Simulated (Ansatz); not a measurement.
Write the native input for Ansatz 0.2.0 that does the following.

```yaml
Task: projected density of states
Functional: revPBE
Potentials_or_basis: all-electron LAPW, inner shells corrected to Dirac's equation
Cutoff: 157 eV (chosen from the basis error)
Basis_error_allowed: 0.001 eV/atom
k_mesh: 8 × 8 × 8
Occupations: methfessel-paxton, width 0.025 eV
Spin: collinear spin, ferromagnetic start
Starting_moments: "[7.0] μB"
Hubbard_terms: Eu f U = 6 eV
Start_of_the_occupations: low_spin
Double_counting: fll
Hubbard_projectors: ortho-atomic
```

Eu:

```
Eu
1.0
     3.98891    0.00000    0.00000
    -1.32964    3.76078    0.00000
    -1.32964   -1.88039    3.25693
Eu
1
Direct
  0.00000 0.00000 0.00000
```

The input as run:

input.yaml

```yaml
crystal:
  lattice: { a: 3.9889130098, b: 3.9889130098, c: 3.9889130098, alpha: 109.4712206345, beta: 109.4712206345, gamma: 109.4712206345 }
  atoms:
    - { symbol: Eu, position: [0.0, 0.0, 0.0], spin: 7.0 }
kpoints:
  mp_grid: { grid: [8, 8, 8] }
  band_path:
    path:
      - [0.0, 0.0, 0.0]
      - [0.5, -0.5, 0.5]
      - [0.0, 0.0, 0.5]
      - [0.0, 0.0, 0.0]
      - [0.25, 0.25, 0.25]
      - [0.5, -0.5, 0.5]
    npoints: 6
scf:
  occupations: { method: methfessel_paxton, width: 0.025 }
hamiltonian:
  xc: revpbe
  pseudopotentials:
    kind: all_electron
    lapw: { basis_error: 0.001 }
    dirac_shells: { Eu: ["4p", "3d"] }
  hubbard:
    occupation_matrices:
      s0_up:
        matrix:
          - [0.98, 0.0, 0.0, 0.0, 0.0, 0.0, 0.0]
          - [0.0, 0.98, 0.0, 0.0, 0.0, 0.0, 0.0]
          - [0.0, 0.0, 0.02, 0.0, 0.0, 0.0, 0.0]
          - [0.0, 0.0, 0.0, 0.02, 0.0, 0.0, 0.0]
          - [0.0, 0.0, 0.0, 0.0, 0.02, 0.0, 0.0]
          - [0.0, 0.0, 0.0, 0.0, 0.0, 0.02, 0.0]
          - [0.0, 0.0, 0.0, 0.0, 0.0, 0.0, 0.98]
      s0_down:
        matrix:
          - [0.98, 0.0, 0.0, 0.0, 0.0, 0.0, 0.0]
          - [0.0, 0.98, 0.0, 0.0, 0.0, 0.0, 0.0]
          - [0.0, 0.0, 0.02, 0.0, 0.0, 0.0, 0.0]
          - [0.0, 0.0, 0.0, 0.02, 0.0, 0.0, 0.0]
          - [0.0, 0.0, 0.0, 0.0, 0.02, 0.0, 0.0]
          - [0.0, 0.0, 0.0, 0.0, 0.0, 0.02, 0.0]
          - [0.0, 0.0, 0.0, 0.0, 0.0, 0.0, 0.98]
    sites:
      - { site: 0, l: f, u_eff: 6, starting_ns: [{ spin: up, occupation_matrix: s0_up }, { spin: down, occupation_matrix: s0_down }] }
    double_counting: fll
    projectors: ortho-atomic
magnetization:
  spin_polarized: true
output:
  forces: true
  stress: true
  eigenvalues: true
  fatbands: true
  dos: { projected: true, de: 0.1, e_range: [-20, 8] }
  populations: true
  hubbard: {}
```

Potentials or basis: all-electron LAPW, inner shells corrected to Dirac's equation.

The run is started by

```bash
$ ansatz run input.yaml --threads 2 --pin off --max-ram 6144MiB --backend cpu --events-out ev --progress --plain --runs-dir out
```

Results of the run:

- Pressure: 0.5 GPa
- Band gap along the path: none (metal or under the smearing width)
- Net moment: 7.41 μB per cell
- Absolute moment: 7.41 μB per cell
- Site moments: Eu +7.25 μB

Caveat: the magnetic state may not be the lowest; an open f shell can end in a state above the lowest; the typed start of the occupations wasn't kept; U is the effective U less J, on atomic orbitals that reach past the spheres; spin-orbit coupling is left out, which moves the levels of the heavy elements.

It took 53 s on 2 threads of Arm Neoverse V1, on a shared host, peak memory 0.6 GiB.
